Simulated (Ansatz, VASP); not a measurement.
# TaSnO3: VASP beside Ansatz, part 2 of 2

One calculation is typed for both programs; each brings its own data sets. How far apart do they land? The cell is taken from a series of runs on this material, whose earlier steps may have relaxed, scaled, displaced or heated it; both programs get it as it stands.

VASP 6.6.1 and Ansatz 0.2.0.

So far: Set-up; Ansatz: relaxation of cell and atoms, PBEsol.

**3. VASP: relaxation of cell and atoms, PBEsol**

Level of this step: PBEsol; plane waves and PAW (Ta_pv, Sn_d, O) (VASP).

The same cell, functional, mesh and smearing now go to VASP, with its own data sets.

Lines of VASP's logs that name or quote its potential files are left out, and so is its time.

INCAR reads:

```
SYSTEM = TaSnO3
PREC = Accurate
ENCUT = 600
EDIFF = 1E-07
NELM = 120
ISMEAR = 1
SIGMA = 0.2
LREAL = .FALSE.
ALGO = Normal
GGA = PS
NBANDS = 53
LASPH = .TRUE.
LORBIT = 11
LWAVE = .FALSE.
LCHARG = .FALSE.
ISIF = 3
IBRION = 2
NSW = 80
EDIFFG = -0.005
GGA_COMPAT = .FALSE.
NELMIN = 4
KPAR = 2
```

POSCAR reads:

```
TaSnO3
1.0
    2.8511290000     -2.8410460000      0.0000000000
    2.8511290000      2.8410460000      0.0000000000
    0.0000000000      0.0000000000      8.0892770000
Ta Sn O
2 2 6
Direct
    0.5000000000      0.5000000000      0.0000000000
    0.5000000000      0.5000000000      0.5000000618
    0.0483564856      0.9516435144      0.7500000309
    0.9516435144      0.0483564856      0.2499999691
    0.4999999123      0.9999999123      0.0000000000
    0.4999999123      0.9999999123      0.5000000618
    0.9999999123      0.4999999123      0.0000000000
    0.9999999123      0.4999999123      0.5000000618
    0.5104894465      0.4895105535      0.2499999691
    0.4895105535      0.5104894465      0.7500000309
```

KPOINTS reads:

```
Automatic mesh
0
Gamma
10 10 6
0 0 0
```

PAW data sets: Ta_pv, Sn_d and O (PBE family, release 64).

The run is started by

```
mpirun -np 2 vasp_std
```

Numbers of over 12 decimals in the logs are rounded to 6 here.

Output:

```text
[banner, memory and clock lines left out]
running    2 mpi-ranks, on    1 nodes
 distrk:  each k-point on    1 cores,    2 groups
 distr:  one band on    1 cores,    1 groups

 POSCAR found type information on POSCAR TaSnO
 POSCAR found :  3 types and      10 ions
|                                                                             |
|               ----> ADVICE to this user running VASP <----                  |
|                                                                             |
|     You enforced a specific xc type in the INCAR file but a different       |
|     [... a line on the potential file left out ...]
|     I HOPE YOU KNOW WHAT YOU ARE DOING!                                     |
|                                                                             |

 LDA part: xc-table for (Slater+PW92), standard interpolation
 POSCAR, INCAR and KPOINTS ok, starting setup
 FFT: planning ... GRIDC
 FFT: planning ... GRID_SOFT
 FFT: planning ... GRID
 WAVECAR not read
 entering main loop
       N       E                     dE             d eps       ncg     rms          rms(c)
DAV:   1     0.123896092986E+04    0.12390E+04   -0.46562E+04 14079   0.243E+03
DAV:   2     0.123160113463E+03   -0.11158E+04   -0.10719E+04 13992   0.705E+02
DAV:   3    -0.815776365766E+02   -0.20474E+03   -0.19819E+03 14885   0.236E+02
DAV:   4    -0.971797069088E+02   -0.15602E+02   -0.15282E+02 15489   0.675E+01
DAV:   5    -0.977887100880E+02   -0.60900E+00   -0.60249E+00 16581   0.136E+01    0.443E+01
DAV:   6    -0.858826138820E+02    0.11906E+02   -0.75952E+01 17415   0.461E+01    0.185E+01
DAV:   7    -0.851450831832E+02    0.73753E+00   -0.82533E+00 15797   0.141E+01    0.129E+01
DAV:   8    -0.849892048314E+02    0.15588E+00   -0.71471E-01 16676   0.545E+00    0.156E+00
DAV:   9    -0.849805452173E+02    0.86596E-02   -0.91484E-02 16785   0.146E+00    0.274E-01
DAV:  10    -0.849807485965E+02   -0.20338E-03   -0.63365E-03 16962   0.721E-01    0.122E-01
DAV:  11    -0.849807694076E+02   -0.20811E-04   -0.55575E-04 17060   0.154E-01    0.288E-02
DAV:  12    -0.849807552875E+02    0.14120E-04   -0.11907E-04 18083   0.864E-02    0.158E-02
DAV:  13    -0.849807567061E+02   -0.14186E-05   -0.91406E-06 16210   0.172E-02    0.620E-03
DAV:  14    -0.849807564101E+02    0.29601E-06   -0.16098E-06 18926   0.801E-03    0.157E-03
DAV:  15    -0.849807562209E+02    0.18922E-06   -0.19242E-07 12002   0.295E-03    0.737E-04
DAV:  16    -0.849807560929E+02    0.12795E-06   -0.62888E-08  8864   0.252E-03    0.266E-04
DAV:  17    -0.849807561085E+02   -0.15636E-07   -0.17016E-08  8534   0.113E-03
   1 F= -.84980756E+02 E0= -.84979056E+02  d E =-.849808E+02
 curvature:   0.00 expect dE= 0.000E+00 dE for cont linesearch  0.000E+00
 trial: gam= 0.00000 g(F)=  0.775E-05 g(S)=  0.210E-02 ort = 0.000E+00 (trialstep = 0.100E+01)
 search vector abs. value=  0.211E-02
 bond charge predicted
       N       E                     dE             d eps       ncg     rms          rms(c)
DAV:   1    -0.849999142670E+02   -0.19158E-01   -0.49345E-01 17571   0.569E+00    0.112E+00
DAV:   2    -0.849829575856E+02    0.16957E-01   -0.49020E-02 14044   0.135E+00    0.446E-01
DAV:   3    -0.849806352918E+02    0.23223E-02   -0.58463E-03 16985   0.739E-01    0.126E-01
DAV:   4    -0.849803560160E+02    0.27928E-03   -0.11299E-03 17572   0.251E-01    0.265E-02
DAV:   5    -0.849803251265E+02    0.30889E-04   -0.83376E-05 15500   0.513E-02    0.159E-02
DAV:   6    -0.849803112910E+02    0.13835E-04   -0.19773E-05 14539   0.296E-02    0.653E-03
DAV:   7    -0.849803103185E+02    0.97253E-06   -0.16243E-06 19166   0.923E-03    0.401E-03
DAV:   8    -0.849803096082E+02    0.71032E-06   -0.46624E-07 13811   0.409E-03    0.640E-04
DAV:   9    -0.849803097076E+02   -0.99362E-07   -0.58354E-08  8085   0.175E-03
   2 F= -.84980310E+02 E0= -.84978576E+02  d E =0.446401E-03
 trial-energy change:    0.000446  1 .order    0.000450   -0.002111    0.003011
 step:   0.4132(harm=  0.4121)  dis= 0.00018  next Energy=   -84.981192 (dE=-0.436E-03)
 bond charge predicted
       N       E                     dE             d eps       ncg     rms          rms(c)
DAV:   1    -0.849879237525E+02   -0.76141E-02   -0.16914E-01 17535   0.331E+00    0.658E-01
DAV:   2    -0.849820845290E+02    0.58392E-02   -0.16869E-02 14010   0.796E-01    0.263E-01
DAV:   3    -0.849812841029E+02    0.80043E-03   -0.20430E-03 16906   0.438E-01    0.727E-02
DAV:   4    -0.849811963799E+02    0.87723E-04   -0.37977E-04 17590   0.146E-01    0.159E-02
DAV:   5    -0.849811911443E+02    0.52355E-05   -0.28664E-05 15434   0.299E-02    0.948E-03
DAV:   6    -0.849811914941E+02   -0.34975E-06   -0.65852E-06 14544   0.170E-02    0.390E-03
DAV:   7    -0.849811918776E+02   -0.38346E-06   -0.47596E-07 14208   0.504E-03    0.226E-03
DAV:   8    -0.849811921962E+02   -0.31863E-06   -0.14165E-07  9342   0.252E-03    0.291E-04
DAV:   9    -0.849811921476E+02    0.48596E-07   -0.38331E-08  7862   0.137E-03
   3 F= -.84981192E+02 E0= -.84979478E+02  d E =-.436039E-03
 curvature:  -0.21 expect dE=-0.302E-06 dE for cont linesearch -0.193E-07
 trial: gam= 0.00736 g(F)=  0.666E-06 g(S)=  0.800E-06 ort =-0.141E-04 (trialstep = 0.883E+00)
 search vector abs. value=  0.137E-05
 reached required accuracy - stopping structural energy minimisation
```

Parts of OUTCAR (step 3):

```text
ion  position               nearest neighbor table
   1  0.500  0.500  0.000-   5 2.01   7 2.01   5 2.01   7 2.01   9 2.02  10 2.02   3 3.27   4 3.27
                             3 3.51   3 3.51   4 3.51   4 3.51
   2  0.500  0.500  0.500-   6 2.01   8 2.01   6 2.01   8 2.01  10 2.02   9 2.02   3 3.27   4 3.27
                             3 3.51   3 3.51   4 3.51   4 3.51
   3  0.048  0.952  0.750-  10 2.51   6 2.73   5 2.73   8 2.73   7 2.73   2 3.27   1 3.27   2 3.51
                             2 3.51   1 3.51   1 3.51
   4  0.952  0.048  0.250-   9 2.51   7 2.73   5 2.73   8 2.73   6 2.73   1 3.27   2 3.27   1 3.51
                             1 3.51   2 3.51   2 3.51
   5  0.500  1.000  0.000-   1 2.01   1 2.01   3 2.73   4 2.73
   6  0.500  1.000  0.500-   2 2.01   2 2.01   3 2.73   4 2.73
   7  1.000  0.500  0.000-   1 2.01   1 2.01   4 2.73   3 2.73
   8  1.000  0.500  0.500-   2 2.01   2 2.01   3 2.73   4 2.73
   9  0.510  0.490  0.250-   1 2.02   2 2.02   4 2.51
  10  0.490  0.510  0.750-   2 2.02   1 2.02   3 2.51

  LATTYP: Found a base centered orthorhombic cell.
 ALAT       =     5.6820920000
 B/A-ratio  =     1.0035490450
 C/A-ratio  =     1.4236441437

 Subroutine GETGRP returns: Found  8 space group operations
 (whereof  4 operations were pure point group operations)

The static configuration has the point symmetry C_2h.
 The point group associated with its full space group is D_2h.

 Found    124 irreducible k-points:

   k-points           NKPTS =    124   k-points in BZ     NKDIM =    124   number of bands    NBANDS=     53

   dimension x,y,z NGX =    32 NGY =   32 NGZ =   70
   dimension x,y,z NGXF=    64 NGYF=   64 NGZF=  140

   ENCUT  =  600.0 eV  44.10 Ry    6.64 a.u.   8.04  8.04 16.16*2*pi/ulx,y,z

   NELECT =      86.0000    total number of electrons

 k-points in reciprocal lattice and weights: Automatic mesh
   0.00000000  0.00000000  0.00000000       0.002
   0.10000000  0.00000000  0.00000000       0.007
   0.20000000  0.00000000  0.00000000       0.007
   0.30000000  0.00000000  0.00000000       0.007
   0.40000000 -0.00000000  0.00000000       0.007
   0.50000000  0.00000000  0.00000000       0.003
   0.10000000  0.10000000  0.00000000       0.003
   0.20000000  0.10000000  0.00000000       0.007
   0.30000000  0.10000000  0.00000000       0.007
[...]
-0.40000000  0.40000000  0.50000000       0.003
   0.50000000  0.50000000  0.50000000       0.002

 average (electrostatic) potential at core
       1 -36.6846       2 -36.6846       3-100.5449       4-100.5449       5 -69.3432
       6 -69.3432       7 -69.3432       8 -69.3432       9 -69.4164      10 -69.4165

 E-fermi :   7.8409

 k-point     1 :       0.0000    0.0000    0.0000
  band No.  band energies     occupation
    ...
     43       6.7104      2.00000
     44       7.0210      2.00000
     45       7.0376      2.00000
     46       7.2008      2.00006
     47       7.3615      2.00363
     48       9.1840     -0.00000
     49       9.3071     -0.00000
     50      10.5995     -0.00000
     51      11.0426     -0.00000
     52      11.1263     -0.00000
    ...

 k-point     2 :       0.1000    0.0000    0.0000
  band No.  band energies     occupation
    ...
     43       6.8698      2.00000
     44       7.1994      2.00006
     45       7.2974      2.00083
     46       7.4608      2.02176
     47       7.5561      2.06173
     48       9.1820     -0.00000
     49       9.3328     -0.00000
     50      10.4351     -0.00000
     51      10.7701     -0.00000
     52      10.8976     -0.00000
    ...

 k-point     3 :       0.2000    0.0000    0.0000
  band No.  band energies     occupation
    ...
     40       3.3597      2.00000
     41       3.3726      2.00000
     42       4.6830      2.00000
     43       7.0021      2.00000
     44       7.7496      1.69032
     45       7.9579      0.17360
     46       8.0726     -0.06944
     47       8.1290     -0.06039
     48       9.0944     -0.00000
     49       9.3739     -0.00000
    ...

  Total       -0.0035613      0.0054387     -0.0111193      0.0000000     -0.0000000      0.0000000
  in kB       -0.0434407      0.0663409     -0.1356322      0.0000000     -0.0000000      0.0000000
  external PRESSURE =      -0.0375773 kB  Pullay stress =       0.0000000 kB

  energy-cutoff  :      600.00
  volume of cell :      131.35
      direct lattice vectors                 reciprocal lattice vectors
     2.853311805 -2.843311594  0.000000000     0.175234967 -0.175851286 -0.000000000
     2.853311805  2.843311594  0.000000000     0.175234967  0.175851286  0.000000000
     0.000000000 -0.000000000  8.095051756     0.000000000  0.000000000  0.123532255

 POSITION                                       TOTAL-FORCE (eV/Angst)
 -----------------------------------------------------------------------------------
      2.85331     -0.00000      0.00000         0.000000      0.000000      0.000000
      2.85331     -0.00000      4.04753        -0.000000      0.000000      0.000000
      2.85331      2.56851      6.07129         0.000000      0.001422      0.000000
      2.85331     -2.56851      2.02376         0.000000     -0.001422      0.000000
      4.27997      1.42166      0.00000        -0.000000      0.000000      0.000000
      4.27997      1.42166      4.04753         0.000000      0.000000      0.000000
      4.27997     -1.42166      0.00000        -0.000000      0.000000      0.000000
      4.27997     -1.42166      4.04753         0.000000      0.000000      0.000000
      2.85331     -0.05965      2.02376         0.000000     -0.002209     -0.000000
      2.85331      0.05965      6.07129         0.000000      0.002209      0.000000
 -----------------------------------------------------------------------------------
    total drift:                                0.002191      0.000359     -0.001398

  FREE ENERGIE OF THE ION-ELECTRON SYSTEM (eV)
  ---------------------------------------------------
  free  energy   TOTEN  =       -84.9811921476 eV

  energy  without entropy=      -84.9760489977  energy(sigma->0) =      -84.97947776

 reached required accuracy - stopping structural energy minimisation

 total charge
# of ion       s       p       d       tot
------------------------------------------
    1        0.321   6.315   2.221   8.857
    2        0.321   6.315   2.221   8.857
    3        1.452   0.505   9.996  11.953
    4        1.452   0.505   9.996  11.953
    5        1.566   3.448   0.000   5.014
    6        1.566   3.448   0.000   5.014
    7        1.566   3.448   0.000   5.014
    8        1.566   3.448   0.000   5.014
    9        1.566   3.446   0.000   5.013
   10        1.566   3.446   0.000   5.013
--------------------------------------------------
tot         12.945  34.324  24.433  71.703

[... 3 further parts left out ...]
```

CONTCAR:

```
TaSnO3
   1.00000000000000
     2.8533118048205686   -2.8433115943836773    0.0000000000000000
     2.8533118048205686    2.8433115943836773    0.0000000000000000
     0.0000000000000000   -0.0000000000000000    8.0950517560749677
  Ta              Sn              O
     2     2     6
Direct
     0.5000000000000000    0.5000000000000000    0.0000000000000000
     0.5000000000000000    0.5000000000000000    0.5000000618000016
     0.0483249614293720    0.9516750385706280    0.7500000308999972
     0.9516750385706280    0.0483249614293720    0.2499999691000028
     0.4999999122999981    0.9999999122999981    0.0000000000000000
     0.4999999122999981    0.9999999122999981    0.5000000618000016
     0.9999999122999981    0.4999999122999981    0.0000000000000000
     0.9999999122999981    0.4999999122999981    0.5000000618000016
     0.5104897090146573    0.4895102909853427    0.2499999691000028
     0.4895102909853427    0.5104897090146573    0.7500000308999972
```

**4. Differences**

Known differences besides the potentials themselves: the data sets hold 90 valence electrons in Ansatz (on its PAW soft_1 files) and 86 in VASP; the cutoff is 420 eV in Ansatz and 600 eV in VASP; Ansatz makes its cores anew for this functional, VASP keeps those of its PBE data sets; Ansatz adds a Pulay correction to the stress that steers its cell, VASP none. Total energies have different zeros and are not compared.

The two programs side by side:

| quantity | Ansatz | VASP | difference |
| --- | --- | --- | --- |
| volume (Å³) | 131.04 | 131.35 | -0.23 % |
| edge a after relaxation, in the typed setting (Å) | 4.025 | 4.028 | -0.08 % |
| edge c after relaxation, in the typed setting (Å) | 8.089 | 8.095 | -0.08 % |

**5. Results**

- difference in volume (relaxation of cell and atoms, PBEsol): -0.23 %

The difference in volume is -0.23 % (relaxation of cell and atoms, PBEsol), within the 1.2 % picked in this series as the mark of a large difference, as far as the stopping tolerances let one tell. The data sets hold unlike numbers of valence electrons (90 in Ansatz and 86 in VASP), so part of the differences comes from the potentials. How closely two codes agree says nothing of how well the functional describes the real material.

[Lines on the potential files, build, host, timing and source positions are cut from VASP's logs without a mark.]

[Logs are printed without paths, hosts, clocks, repeated set-up lines and the standing remarks that a program may print on its own settings, such as how far it seeks lower states.]

[Hosts, paths, dates, database ids (printed as entryN), source tags and the programs' standing remarks are cut or masked in the printed files.]
